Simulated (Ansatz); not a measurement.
**Bands of TaN**

```
Ta N
1.0
     3.05000    0.00000    0.00000
    -1.52500    2.64138    0.00000
     0.00000    0.00000    4.94000
Ta N
2 2
Cartesian
  0.0000 1.7609 0.0000
  1.5250 0.8805 2.4700
  0.0000 1.7609 1.9019
  1.5250 0.8805 4.3719
```

Atoms are numbered in the order listed.

The cell is a database entry far from equilibrium at this level of theory, probably a faulty or high-pressure entry; it serves as a test geometry alone.

Spin–orbit coupling is left out, though it moves levels of the heavy atoms by tenths of an eV or more.

These are results of DFT, LDA, all-electron LAPW, scalar-relativistic in Ansatz 0.2.0, not measurements.

The runs use a Γ-centred 9×9×5 k mesh, Fermi–Dirac smearing of 0.03 eV, basis error target 1 meV/atom, no spin polarisation.

Points in fractions of the reciprocal vectors of this cell: Γ (0, 0, 0), M (0.5, 0, 0), K (0.333, 0.333, 0), A (0, 0, 0.5), L (0.5, 0, 0.5), H (0.333, 0.333, 0.5). The path runs Γ–M–K–Γ–A–L–H–A–L. Energies are in eV from the Fermi level; (×n) counts levels within 4 meV of each other, which need not be degenerate by symmetry.

Task: List the levels at L between -20 and 7 eV.

Result: -19.96 (×2), -19.95 (×2), -19.94 (×2), -19.92 (×2), -19.92 (×2), -19.90 (×2), -16.51 (×2), -9.79 (×2), -6.45 (×2), -6.44 (×2), -0.43 (×2), 2.10 (×2), 2.21 (×2), 4.94 (×2), 5.76 (×2).

Task: List the levels at A between -20 and 7 eV.

Result: -19.97 (×4), -19.96 (×2), -19.90 (×4), -19.88 (×2), -17.62 (×2), -9.00 (×2), -8.40 (×4), 1.15 (×4), 1.96 (×2), 6.66 (×2).

Task: List the levels at Γ between -20 and 7 eV.

Result: -19.99, -19.95 (×4), -19.93, -19.93 (×2), -19.90 (×2), -19.88 (×2), -18.48, -17.19, -8.77 (×2), -8.44, -7.82 (×2), -7.48, -0.87 (×2), -0.18, 2.14, 2.61 (×2), 4.52, 5.64, 6.60 (×2).

Task: What is the band gap?

Result: none: bands cross the Fermi level, a metal.
